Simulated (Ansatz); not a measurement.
Here is an Ansatz 0.2.0 calculation.

run.py

```python
import json

import ase.io
import numpy as np

import ansatz as az

atoms = ase.io.read("CdTe.xyz")

calculation = (
    az.Crystal.from_ase(atoms)
    .calculation()
    .kpoints(7, 7, 7)
    .functional("r2scan")
    .pseudopotentials(kind="paw", partial_waves="polarizable")
    .scf(extra_bands=6)
    .occupations(method="fixed")
    .band_structure(path=(((0.0, 0.0, 0.0), (0.5, 0.0, 0.5), (0.5, 0.25, 0.75), (0.375, 0.375, 0.75), (0.0, 0.0,
        0.0), (0.5, 0.5, 0.5), (0.625, 0.25, 0.625), (0.5, 0.25, 0.75), (0.5, 0.5, 0.5), (0.375, 0.375, 0.75)),
        ((0.625, 0.25, 0.625), (0.5, 0.0, 0.5))), intervals=14)
    .density()
    .potential()
    .output_files(volumetric_format="npy")
    .electron_localization_function()
    .forces()
    .stress()
    .band_table(publish=True)
)
outcome = calculation.run(threads=2, events_out="events.jsonl")

report = outcome.report
for line in open("events.jsonl"):
    event = json.loads(line)
    if event["event"] == "scf_iter":
        d = event["data"]
        print(f"SCF {d['iter']:3d}  HF = {d['harris_foulkes_ev']:.6f} eV  dr2 = {d['dr2_ev']:.2e} eV")
    elif event["event"] in ("relax_step", "md_step"):
        d = event["data"]
        print(f"{event['event']} {d['step']:3d}  E = {d['lagrangian_ev']:.6f} eV")
np.set_printoptions(precision=5, suppress=True, linewidth=110)
print("converged:", report["converged"], "after", report["n_iterations"], "iterations")
print(f"free energy {report['free_energy_ev']:.6f} eV, Fermi level {report['fermi_energy_ev']:.4f} eV")
for key in ("band_edges_ev", "magnetization_mub", "site_moments_mub", "site_moments_nc_mub", "forces_ev_ang",
                "stress_gpa", "kpoints_frac", "eigenvalues_ev"):
    if report.get(key) is not None:
        print(key, np.array(report[key]), sep="\n")
```

Contents of CdTe.xyz:

```xyz
2
Lattice="0.0000000000 3.2050000000 3.2050000000 3.2050000000 0.0000000000 3.2050000000 3.2050000000 3.2050000000 0.0000000000" Properties=species:S:1:pos:R:3 pbc="T T T"
Te     4.8075000000      4.8075000000      4.8075000000
Cd     0.0000000000      0.0000000000      0.0000000000
```

Potentials or basis: Ansatz PAW polarizable.

Run with:

```bash
$ python run.py
```

Problem. Predict the band gap along the path.

Solution. 1.39 eV, direct.

Problem. Estimate the band gap on the k mesh.

Solution. 1.39 eV, direct.

Problem. Estimate the pressure.

Solution. 3.2 GPa.

Levels at the corners of the path, in eV from the valence-band top:
| point | band 14 | band 15 | band 16 | band 17 | band 18 | band 19 | band 20 | band 21 | band 22 | band 23 |
| --- | --- | --- | --- | --- | --- | --- | --- | --- | --- | --- |
| Γ | -8.40 | -8.40 | 0.00 | 0.00 | 0.00 | 1.39 | 5.03 | 5.03 | 5.03 | 7.99 |
| X | -8.37 | -7.83 | -4.51 | -2.02 | -2.02 | 2.82 | 2.99 | 9.64 | 10.01 | 10.01 |
| W | -8.40 | -7.74 | -4.37 | -2.52 | -2.38 | 4.79 | 4.94 | 6.14 | 6.71 | 10.58 |
| K | -8.39 | -7.78 | -4.40 | -2.77 | -1.67 | 3.21 | 4.93 | 7.93 | 8.07 | 8.55 |
| Γ | -8.40 | -8.40 | 0.00 | 0.00 | 0.00 | 1.39 | 5.03 | 5.03 | 5.03 | 7.99 |
| L | -8.39 | -7.99 | -4.68 | -0.84 | -0.84 | 2.28 | 5.59 | 5.59 | 7.42 | 9.36 |
| U | -8.39 | -7.78 | -4.40 | -2.77 | -1.67 | 3.21 | 4.93 | 7.93 | 8.07 | 8.55 |
| W | -8.40 | -7.74 | -4.37 | -2.52 | -2.38 | 4.79 | 4.94 | 6.14 | 6.71 | 10.58 |
| L | -8.39 | -7.99 | -4.68 | -0.84 | -0.84 | 2.28 | 5.59 | 5.59 | 7.42 | 9.36 |
| K | -8.39 | -7.78 | -4.40 | -2.77 | -1.67 | 3.21 | 4.93 | 7.93 | 8.07 | 8.55 |
| U | -8.39 | -7.78 | -4.40 | -2.77 | -1.67 | 3.21 | 4.93 | 7.93 | 8.07 | 8.55 |
| X | -8.37 | -7.83 | -4.51 | -2.02 | -2.02 | 2.82 | 2.99 | 9.64 | 10.01 | 10.01 |

Caveat: the PAW data sets were made with another functional, which shifts forces and pressure a little; spin-orbit coupling is left out, which moves the levels of the heavy elements.

**The experiment to reproduce.**

A printed reference work, data compilation reports, for a bulk crystal of CdTe at 0 K: band gap 1.607 eV.

Against the measured gap of CdTe, 1.607 eV (0 K; a printed reference work, data compilation), the calculated 1.39 eV is off by -0.22 eV. Spin-orbit coupling on Cd, Te is left out. The value is that of r2SCAN, without temperature or zero-point motion.
